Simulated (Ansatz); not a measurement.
# Cu: relaxation of cell and atoms with PBE+D3(BJ)

The system is Cu.

```
CELL_PARAMETERS angstrom
1.21846 -3.97638 0.00000
1.21846 3.97638 0.00000
0.00000 0.00000 2.47550
ATOMIC_POSITIONS crystal
Cu 0.86613 0.13387 0.75000
Cu 0.13387 0.86613 0.25000
```

This isn't the form of Cu at room conditions, which is fcc.

```yaml
Program: Ansatz 0.2.0
Task: relaxation of cell and atoms
Functional: PBE
Dispersion: D3(BJ)
Potentials_or_basis: all-electron LAPW, scalar-relativistic
Basis_error_allowed: 0.001 eV/atom
k_mesh: 11 × 11 × 11
Occupations: fermi-dirac, width 0.05 eV
Spin: no spin polarisation
```

| Item | Value |
| --- | --- |
| Relaxed volume | 11.88 Å³/atom |
| Relaxed cell | a = 4.134 Å, b = 4.134 Å, c = 2.476 Å, α = 90.00°, β = 90.00°, γ = 145.82° |
| Space group after relaxing (to 0.05 Å) | Cmcm (No. 63) |
| Energy gained by relaxing | 0.7 meV/atom |
| Ionic steps | 5 |
| Pressure after relaxing | 0.0 GPa |

Step by step:
| step | energy change (eV) | largest force (eV/Å) | volume (Å³) |
| --- | --- | --- | --- |
| 1 | 0.0000 | 0.0483 | 23.99 |
| 2 | -0.0009 | 0.0306 | 23.88 |
| 3 | -0.0013 | 0.0018 | 23.76 |
| 4 | -0.0013 | 0.0007 | 23.77 |
| 5 | -0.0013 | 0.0000 | 23.77 |

Final structure:
```yaml
crystal:
  lattice:
    - [1.21478, -3.95138, 0.00000]
    - [1.21478, 3.95138, 0.00000]
    - [0.00000, 0.00000, 2.47569]
  atoms:
    - { symbol: Cu, position: [0.86652, 0.13348, 0.75000] }
    - { symbol: Cu, position: [0.13348, 0.86652, 0.25000] }
```

It took 2.3 min on 1 thread of Arm Neoverse V1, with other jobs on the host, peak memory 0.63 GiB.
